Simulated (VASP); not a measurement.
# BaTe in VASP 6.6.1, single-point calculation

INCAR

```
LREAL = .FALSE.
NSW = 0
SIGMA = 0.02
PREC = Accurate
EDIFF = 1E-7
LWAVE = .FALSE.
NELM = 120
ENCUT = 400
IBRION = -1
ISIF = 2
ISMEAR = -1
LASPH = .TRUE.
GGA = PE
NBANDS = 15
LCHARG = .FALSE.
```

KPOINTS

```
KPOINTS created by Atomic Simulation Environment
0
Gamma
6 6 6
0 0 0
```

POSCAR

```
Ba Te
 1.0000000000000000
     0.0000000000000000    3.6902766683000001    3.4896019900000002
     3.6902766683000001    0.0000000000000000    3.4896019900000002
     3.6902766683000001    3.6902766683000001    0.0000000000000000
 Ba  Te
   1   1
Cartesian
  0.0000000000000000  0.0000000000000000  0.0000000000000000
  3.6902766683000001  3.6902766683000001  3.4896019900000002
```

The recommended PBE PAW datasets give the neutral cell 16 valence electrons.

Command

```
mpirun -np 1 vasp_std
```

OSZICAR

```
N       E                     dE             d eps       ncg     rms          rms(c)
DAV:   1     0.742589346183E+02    0.74259E+02   -0.52271E+03   900   0.708E+02
DAV:   2    -0.416022823052E+01   -0.78419E+02   -0.72746E+02  1238   0.143E+02
DAV:   3    -0.859651631041E+01   -0.44363E+01   -0.44134E+01  1228   0.367E+01
DAV:   4    -0.870496059812E+01   -0.10844E+00   -0.10841E+00  1170   0.570E+00
DAV:   5    -0.870718928224E+01   -0.22287E-02   -0.22286E-02  1320   0.708E-01    0.335E+00
DAV:   6    -0.856082463512E+01    0.14636E+00   -0.17204E-01  1082   0.192E+00    0.219E+00
DAV:   7    -0.856068916910E+01    0.13547E-03   -0.12896E-01  1132   0.180E+00    0.855E-01
DAV:   8    -0.856944464122E+01   -0.87555E-02   -0.17191E-02   935   0.792E-01    0.192E-01
DAV:   9    -0.856983195901E+01   -0.38732E-03   -0.12009E-03  1215   0.190E-01    0.735E-02
DAV:  10    -0.857011937044E+01   -0.28741E-03   -0.45476E-04   928   0.122E-01    0.171E-02
DAV:  11    -0.857014304770E+01   -0.23677E-04   -0.51731E-05  1167   0.382E-02    0.236E-02
DAV:  12    -0.857014180601E+01    0.12417E-05   -0.64468E-06  1026   0.137E-02    0.347E-03
DAV:  13    -0.857014177607E+01    0.29933E-07   -0.15460E-06  1180   0.497E-03    0.169E-03
DAV:  14    -0.857014191829E+01   -0.14221E-06   -0.14787E-07   932   0.191E-03    0.599E-04
DAV:  15    -0.857014201360E+01   -0.95318E-07   -0.10727E-08   576   0.660E-04
   1 F= -.85701420E+01 E0= -.85701420E+01  d E =-.189161E-10
```

From OUTCAR

```
k-points           NKPTS =     30   k-points in BZ     NKDIM =     30   number of bands    NBANDS=     15

   NELECT =      16.0000    total number of electrons

   dimension x,y,z NGX =    36 NGY =   36 NGZ =   36
   dimension x,y,z NGXF=    72 NGYF=   72 NGZF=   72

  energy-cutoff  :      400.00
  volume of cell :       95.04
      direct lattice vectors                 reciprocal lattice vectors
     0.000000000  3.690276668  3.489601990    -0.135491196  0.135491196  0.143282816
     3.690276668  0.000000000  3.489601990     0.135491196 -0.135491196  0.143282816
     3.690276668  3.690276668  0.000000000     0.135491196  0.135491196 -0.143282816

 k-points in reciprocal lattice and weights: KPOINTS created by Atomic Simulation Env
   0.00000000  0.00000000  0.00000000       0.005
   0.16666667  0.00000000  0.00000000       0.037
   0.33333333  0.00000000  0.00000000       0.037
   0.50000000  0.00000000  0.00000000       0.019
   0.16666667  0.16666667  0.00000000       0.009
   0.33333333  0.16666667  0.00000000       0.037
   0.50000000  0.16666667  0.00000000       0.037
  -0.33333333  0.16666667  0.00000000       0.037
   ...

 E-fermi :   2.1194

 k-point     1 :       0.0000    0.0000    0.0000
  band No.  band energies     occupation
      1     -25.6290      2.00000
      2     -10.7589      2.00000
      3     -10.7589      2.00000
      4     -10.7524      2.00000
      5      -7.6689      2.00000
      6       1.6388      2.00000
      7       1.6388      2.00000
      8       1.7371      2.00000
      9       4.1206      0.00000
     10       4.5360      0.00000
     11       4.5360      0.00000
     12       4.8469      0.00000
     13       5.0446      0.00000
     14       5.3585      0.00000
     15       8.6379      0.00000

 k-point     2 :       0.1667    0.0000    0.0000
  band No.  band energies     occupation
      1     -25.6271      2.00000
      2     -10.8261      2.00000
      3     -10.7634      2.00000
      4     -10.7554      2.00000
      5      -7.5397      2.00000
      6       0.9560      2.00000
      7       1.3439      2.00000
      8       1.3777      2.00000
      9       4.5642      0.00000
     10       4.8604      0.00000
     11       5.0012      0.00000
     12       5.1950      0.00000
     13       5.6545      0.00000
     14       6.0872      0.00000
     15       9.3343      0.00000

 k-point     3 :       0.3333    0.0000    0.0000
  band No.  band energies     occupation
      1     -25.6234      2.00000
      2     -10.9541      2.00000
      3     -10.7723      2.00000
      4     -10.7560      2.00000
      5      -7.2853      2.00000
      6       0.0480      2.00000
      7       0.8969      2.00000
      8       0.9089      2.00000
      9       5.0032      0.00000
     10       5.6760      0.00000
     11       5.7087      0.00000
     12       6.4732      0.00000
     13       7.0130      0.00000
     14       7.5183      0.00000
     15       9.1199      0.00000

 ...

  Total       -1.3333891     -1.3333891      0.1964141      0.0000000     -0.0000000      0.0000000
  in kB      -22.4772790    -22.4772790      3.3110021      0.0000000     -0.0000000      0.0000000
  external PRESSURE =     -13.8811853 kB  Pullay stress =       0.0000000 kB

 POSITION                                       TOTAL-FORCE (eV/Angst)
 -----------------------------------------------------------------------------------
      0.00000      0.00000      0.00000         0.000000     -0.000000      0.000000
      3.69028      3.69028      3.48960        -0.000000      0.000000      0.000000
 -----------------------------------------------------------------------------------
    total drift:                                0.000000      0.000000      0.000000

  FREE ENERGIE OF THE ION-ELECTRON SYSTEM (eV)
  ---------------------------------------------------
  free  energy   TOTEN  =        -8.5701420136 eV

  energy  without entropy=       -8.5701420136  energy(sigma->0) =       -8.57014201
```

It converged. Results: gap between bands v and c on the k mesh 1.64 eV; least direct gap on the k mesh 2.02 eV; pressure -1.4 GPa. Band v is the last that the valence electrons fill when counted band by band, and c is the next.

For comparison, a separate PBE run of the intended cell, on usual settings and not on those above, gives a gap of 1.64 eV on its mesh and a pressure of -1.4 GPa.

The run above took about 39 s on one core of a shared host (Intel Xeon Platinum 8488C) and held 0.21 GiB at most.
